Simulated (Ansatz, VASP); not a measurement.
## AlRu: VASP beside Ansatz

```
Al Ru
1.0
     2.99160    0.00000    0.00000
     0.00000    2.99160    0.00000
     0.00000    0.00000    2.99160
Al Ru
1 1
Direct
  0.92479 0.00000 0.00000
  0.50000 0.50000 0.50000
```

Alike in both runs: task single point; functional PBEsol; k mesh 16 × 16 × 16; occupations gaussian, width 0.15 eV; no spin polarisation.

|  | VASP | Ansatz |
| --- | --- | --- |
| version | VASP 6.6.1 | Ansatz 0.2.0 |
| potentials or method | VASP PAW PBE potentials, release 64 (Al, Ru_pv) | scalar-relativistic, plane waves, PAW |
| plane-wave cutoff (eV) | 520 | 420 |
| valence electrons in the cell | 17 | 19 |

```tsv
	VASP	Ansatz	Ansatz less VASP
gap on the k mesh at the Fermi level (eV)	none	none	-
pressure (GPa)	0.7	0.6	-0.09
largest component of the traceless stress (GPa)	2.65	2.61	-0.042
rms of the force components (eV/Å)	0.985	0.975	-0.0093
```

Atom by atom the forces differ by 0.009 eV/Å (rms over components). A gap of «none» marks a metal or a gap that the smearing closes. With one functional, cell and mesh, what is left measures potentials, basis and numerics. The two sets of potentials don't hold the same shells in valence.

Caveats: the PAW data sets were made with another functional, which shifts forces and pressure a little (VASP).
